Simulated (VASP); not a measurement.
# Bi in VASP: settings compared

One slab, Bi, is run at these levels: PBE, r2SCAN; tasks: single point.

Program: VASP 6.6.1. These are calculated values, not measurements. Logs are shortened: lines on timing, memory, paths and dates and some standing lists are left out, and cuts for length are marked.

## Step 1: Starting point

The cell holds a slab with vacuum, 2 atoms: a = 4.315 Å, b = 4.315 Å, c = 27.053 Å, α = 90.00°, β = 90.00°, γ = 120.00°.

The cell was built by a generator and needn't be a form met in nature.

## Step 2: Single point, PBE

The input, INCAR:

```
SYSTEM = Bi
  PREC = Accurate
  ENCUT = 520
  EDIFF = 1E-6
  ISMEAR = 0
  SIGMA = 0.01
  LREAL = .FALSE.
  LASPH = .TRUE.
  NELM = 100
  ALGO = Normal
  ISIF = 2
  LWAVE = .FALSE.
  LCHARG = .FALSE.
  LDIPOL = .TRUE.
  IDIPOL = 3
  DIPOL = 0.5 0.5 0.344
  GGA = PE
  NBANDS = 22
```

The input, KPOINTS:

```
regular mesh
0
G
  6 6 1
  0 0 0
```

The input, POSCAR:

```
Bi
1.0
    4.3148968673      0.0000000000      0.0000000000
   -2.1574484337      3.7368103018      0.0000000000
    0.0000000000      0.0000000000     27.0530695984
Bi
2
Direct
    0.3333333333      0.6666666667      0.3127438476
    0.6666666667      0.3333333333      0.3757745008
```

Potentials or basis: VASP PAW PBE potentials, release 64 (Bi_d).

Run with:

```console
$ cat potpaw_PBE.64/Bi_d/POTCAR > POTCAR
$ mpirun -np 1 vasp_std > vasp.out
```

OUTCAR:

```text
SYSTEM = Bi
   PREC = Accurate
   ENCUT = 520
   EDIFF = 1E-6
   ISMEAR = 0
   LREAL = .FALSE.
   LASPH = .TRUE.
   NELM = 100
   ISIF = 2
   GGA = PE

 ion  position               nearest neighbor table
   1  0.333  0.667  0.313-   2 3.02   2 3.02   2 3.02
   2  0.667  0.333  0.376-   1 3.02   1 3.02   1 3.02

  LATTYP: Found a hexagonal cell.
 ALAT       =     4.3148968673
 C/A-ratio  =     6.2696908942

  Lattice vectors:

 A1 = (   4.3148968673,   0.0000000000,   0.0000000000)
 A2 = (  -2.1574484337,   3.7368103018,   0.0000000000)
 A3 = (   0.0000000000,   0.0000000000,  27.0530695984)

Analysis of symmetry for initial positions (statically):
=====================================================================
 Subroutine PRICEL returns:
 Original cell was already a primitive cell.

 Routine SETGRP: Setting up the symmetry group for a
 hexagonal supercell.

 Subroutine GETGRP returns: Found 12 space group operations
 (whereof  6 operations were pure point group operations)
 out of a pool of 24 trial point group operations.

The static configuration has the point symmetry C_3v.
 The point group associated with its full space group is D_3d.

Analysis of symmetry for dynamics (positions and initial velocities):
=====================================================================
 Subroutine PRICEL returns:
 Original cell was already a primitive cell.

 Routine SETGRP: Setting up the symmetry group for a
 hexagonal supercell.

 Subroutine GETGRP returns: Found 12 space group operations
 (whereof  6 operations were pure point group operations)
 out of a pool of 24 trial point group operations.

The dynamic configuration has the point symmetry C_3v.
 The point group associated with its full space group is D_3d.

 Subroutine INISYM returns: Found 12 space group operations
 (whereof  6 operations are pure point group operations),
 and found     1 'primitive' translations

----------------------------------------------------------------------------------------

                                     Primitive cell

  volume of cell :     436.2024

[... 68 lines left out ...]
   ENCUT  =  520.0 eV  38.22 Ry    6.18 a.u.   8.02  8.02 50.30*2*pi/ulx,y,z
   NELM   =    100;   NELMIN=  2; NELMDL= -5     # of ELM steps
   EDIFF  = 0.1E-05   stopping-criterion for ELM
   LREAL  =      F    real-space projection
   EDIFFG = 0.1E-04   stopping-criterion for IOM
   NSW    =      0    number of steps for IOM
   IBRION =     -1    ionic relax: 0-MD 1-quasi-New 2-CG
   NFREE  =      0    steps in history (QN), initial steepest desc. (CG)
   ISIF   =      2    stress and relaxation
   ISYM   =      2    0-nonsym 1-usesym 2-fastsym
   POTIM  = 0.5000    time-step for ionic-motion
   TEBEG  =    0.0;   TEEND  =   0.0 temperature during run
   PSTRESS=    0.0 pullay stress
   NELECT =      30.0000    total number of electrons
   NUPDOWN=      -1.0000    fix difference up-down
   EMIN   =  10.00;   EMAX   =-10.00  energy-range for DOS
   EFERMI =   0.00;   METHOD = LEGACY
   ISMEAR =     0;   SIGMA  =   0.01  broadening in eV -4-tet -1-fermi 0-gaus
   EFERMI_NEDOS =   21; number of points for ismear=-14 and -15
   IALGO  =     38    algorithm
   IMIX   =      4    mixing-type and parameters
     AMIX     =   0.40;   BMIX     =  1.00
     AMIX_MAG =   1.60;   BMIX_MAG =  1.00
  volume/ion in A,a.u.               =     218.10      1471.82
  Fermi-wavevector in a.u.,A,eV,Ry     =   0.670737  1.267510  6.121108  0.449889
  Thomas-Fermi vector in A             =   1.746346
   LORBIT       =      0    0 simple, 1 ext, 2 COOP (PROOUT), +10 PAW based schemes
   GGA     = PE    functional components
   LHFCALC =     F    Hartree Fock is set to
   AEXX    =    0.0000 exact exchange contribution
   IVDW    =     0    specifies the selected vdW correction
   LEPSILON=     F    determine dielectric tensor
   LRPA    =     F    only Hartree local field effects (RPA)
 non-spin polarized calculation
 Gauss-broadening in eV      SIGMA  =   0.01
  energy-cutoff  :      520.00
  volume of cell :      436.20
 maximum number of plane-waves:     11780
   NGX = 17   NGY = 17   NGZ =101

 dipolmoment           0.000000      0.000000     -0.000061 electrons x Angstroem

 number of electron      30.0000005 magnetization

 dipolmoment           0.000000      0.000000      0.000001 electrons x Angstroem

 Free energy of the ion-electron system (eV)
  ---------------------------------------------------
  ext. energy  EPLUGINS =         0.00000000
  ---------------------------------------------------
  free energy    TOTEN  =        -7.52470684 eV

  energy without entropy =       -7.52470684  energy(sigma->0) =       -7.52470684

 E-fermi :  -2.4292     XC(G=0):  -2.0444

 val. band max:       -2.5069484246   @ k =   0.0000   0.0000   0.0000
 cond. band min:      -1.9313196127   @ k =   0.0000   0.0000   0.0000
 fundamental gap:      0.5756288118
 Fermi energy:        -2.4291866540

 k-point     1 :       0.0000    0.0000    0.0000
  band No.  band energies     occupation
      1     -25.1093      2.00000
      2     -25.1093      2.00000
      3     -24.9728      2.00000
      4     -24.9728      2.00000
      5     -24.9496      2.00000
      6     -24.7847      2.00000
[... 164 lines left out ...]
     21       4.1026      0.00000
     22       4.6840      0.00000

------------------------ aborting loop because EDIFF is reached ----------------------------------------

 vacuum level on the upper side and lower side of the slab       (xc-potential included)        -0.006        -0.006

  FORCE on cell =-STRESS in cart. coord.  units (eV):
  Direction    XX          YY          ZZ          XY          YZ          ZX
  --------------------------------------------------------------------------------------
  -------------------------------------------------------------------------------------
  Total        0.4554564      0.4554564      0.3765498     -0.0000000      0.0000000      0.0000000
  in kB        1.6728976      1.6728976      1.3830726     -0.0000000      0.0000000      0.0000000
  external PRESSURE =       1.5762892 kB  Pullay stress =       0.0000000 kB

 VOLUME and BASIS-vectors are now :
 -----------------------------------------------------------------------------
  energy-cutoff  :      520.00
  volume of cell :      436.20
      direct lattice vectors                 reciprocal lattice vectors
     4.314896867  0.000000000  0.000000000     0.231755249  0.133803956  0.000000000
    -2.157448434  3.736810302  0.000000000     0.000000000  0.267607911  0.000000000
     0.000000000  0.000000000 27.053069598     0.000000000  0.000000000  0.036964382

 POSITION                                       TOTAL-FORCE (eV/Angst)
 -----------------------------------------------------------------------------------
     -0.00000      2.49121      8.46068         0.000000     -0.000000     -0.238745
      2.15745      1.24560     10.16585        -0.000000      0.000000      0.238745
 -----------------------------------------------------------------------------------
    total drift:                               -0.000000      0.000000     -0.000007

  FREE ENERGIE OF THE ION-ELECTRON SYSTEM (eV)
  ---------------------------------------------------
  free  energy   TOTEN  =        -7.5247068350 eV

  energy  without entropy=       -7.5247068350  energy(sigma->0) =       -7.52470684

 vacuum level on the upper side and lower side of the slab         1.668         1.668
```

OSZICAR:

```text
N       E                     dE             d eps       ncg     rms          rms(c)
DAV:   1     0.208240854070E+03    0.20824E+03   -0.13505E+04   436   0.999E+02
DAV:   2     0.844209098731E+01   -0.19980E+03   -0.19655E+03   350   0.272E+02
DAV:   3    -0.709336744094E+01   -0.15535E+02   -0.15473E+02   370   0.949E+01
[... 13 lines left out ...]
DAV:  17    -0.752469232684E+01   -0.70313E-05   -0.26022E-07   296   0.165E-03    0.420E-04
DAV:  18    -0.752470355132E+01   -0.11224E-04   -0.42498E-07   270   0.164E-03    0.201E-04
DAV:  19    -0.752470522461E+01   -0.16733E-05   -0.36166E-08   270   0.760E-04    0.824E-05
DAV:  20    -0.752470664117E+01   -0.14166E-05   -0.46010E-08   248   0.694E-04    0.799E-05
DAV:  21    -0.752470683503E+01   -0.19386E-06    0.14928E-09   226   0.406E-04
   1 F= -.75247068E+01 E0= -.75247068E+01  d E =-.171684E-29
```

stdout:

```text
POSCAR found type information on POSCAR Bi
 POSCAR found :  1 types and       2 ions
 scaLAPACK will be used
 LDA part: xc-table for (Slater+PW92), standard interpolation
 POSCAR, INCAR and KPOINTS ok, starting setup
 FFT: planning ... GRIDC
 FFT: planning ... GRID_SOFT
 FFT: planning ... GRID
 WAVECAR not read
 entering main loop
```

Wall time 2.6 min (1 thread of Intel Xeon Platinum 8375C at 2.90GHz (Ice Lake), shared host); peak memory 0.47 GiB.

What came out:

| Quantity | Value |
| --- | --- |
| Free energy | -7.5247 eV |
| Largest force | 0.239 eV/Å |
| Band gap on the k mesh | 0.58 eV, direct |

Forces on the atoms (eV/Å):
```
Bi   0.000  0.000 -0.239
Bi   0.000  0.000  0.239
```

Caveat: spin-orbit coupling is left out, which as a rule narrows the gap of such compounds by several tenths of an eV. Expect the measured gap to be larger: semilocal functionals such as PBE lack the derivative discontinuity.

## Step 3: Single point, r2SCAN

POSCAR is that of step 2.

The input, INCAR.step1:

```
SYSTEM = Bi
  ALGO = Normal
  DIPOL = 0.5 0.5 0.344
  EDIFF = 1E-4
  ENCUT = 520
  GGA = PE
  IDIPOL = 3
  ISMEAR = 0
  LASPH = .True.
  LCHARG = .False.
  LDIPOL = .True.
  LREAL = .False.
  LWAVE = .True.
  NBANDS = 22
  NELM = 100
  PREC = Accurate
  SIGMA = 0.01
```

The input, INCAR.step2:

```
SYSTEM = Bi
  ALGO = Normal
  DIPOL = 0.5 0.5 0.344
  EDIFF = 1E-6
  ENCUT = 520
  IDIPOL = 3
  ISIF = 2
  ISMEAR = 0
  ISTART = 1
  LASPH = .True.
  LCHARG = .False.
  LDIPOL = .True.
  LMIXTAU = .True.
  LREAL = .False.
  LWAVE = .False.
  METAGGA = R2SCAN
  NBANDS = 22
  NELM = 100
  PREC = Accurate
  SIGMA = 0.01
```

The input, KPOINTS:

```
k-points
0
Gamma
  6 6 1
  0 0 0
```

Potentials or basis: VASP PAW PBE potentials, release 64 (Bi_d).

Run with:

```console
$ cat potpaw_PBE.64/Bi_d/POTCAR > POTCAR
$ cp INCAR.step1 INCAR
$ mpirun -np 1 vasp_std > vasp.out
$ cp INCAR.step2 INCAR
$ mpirun -np 1 vasp_std > vasp.out
```

It took 13 min on 1 thread of Intel Xeon Platinum 8375C at 2.90GHz (Ice Lake), shared host; peak memory 0.53 GiB.

The run converged. Its results:

- Free energy: -116.7455 eV
- Largest force: 0.021 eV/Å
- Band gap on the k mesh: 0.86 eV, direct

Forces on the atoms (eV/Å):
```
Bi   0.000  0.000 -0.021
Bi   0.000  0.000  0.021
```

Levels at points of the mesh, in eV from the valence-band top:
```
           k point  band 11  band 12  band 13  band 14  band 15  band 16  band 17  band 18  band 19  band 20
(0.00, 0.00, 0.00)   -12.91    -8.56    -0.74     0.00     0.00     0.86     2.81     2.81     4.32     4.33
(0.50, 0.00, 0.00)   -11.26    -9.82    -3.19    -1.69    -1.52     1.65     2.53     3.56     5.40     6.57
```

Caveat: the PAW data sets were made with another functional, which shifts forces and pressure a little; spin-orbit coupling is left out, which as a rule narrows the gap of such compounds by several tenths of an eV.
